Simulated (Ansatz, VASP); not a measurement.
# Two plane-wave programs on PbS

```
Pb S
1.0
     0.00000    2.96713    2.96713
     2.96713    0.00000    2.96713
     2.96713    2.96713    0.00000
Pb S
1 1
Direct
  0.00000 0.00000 0.00000
  0.50000 0.50000 0.50000
```

Alike in both runs: functional PBE; dispersion D3(BJ); k mesh 10 × 10 × 10; occupations gaussian, width 0.02 eV; no spin polarisation.

Ansatz relaxed the structure, and its values are those at the end. VASP's run is a single point on that final structure, the one shown.

|  | VASP | Ansatz |
| --- | --- | --- |
| version | VASP 6.6.1 | Ansatz 0.2.0 |
| potentials or method | VASP PAW PBE potentials, release 64 (Pb_d, S) | scalar-relativistic, plane waves, PAW |
| plane-wave cutoff (eV) | 520 | 420 |
| valence electrons in the cell | 20 | 20 |

Ansatz gave:

| Item | Value |
| --- | --- |
| gap on the k mesh at the Fermi level (eV) | 0.36 |
| least direct gap on the mesh (eV) | 0.36 |
| pressure (GPa) | 0.0 |

Problem. Which values does VASP return?

Solution. gap on the k mesh at the Fermi level (eV): 0.37; least direct gap on the mesh (eV): 0.37; pressure (GPa): -0.1.

Ansatz warned: «relaxed_geometry_near_dispersion_switch».

Caveats: spin-orbit coupling is left out, which as a rule narrows the gap of such compounds by several tenths of an eV.
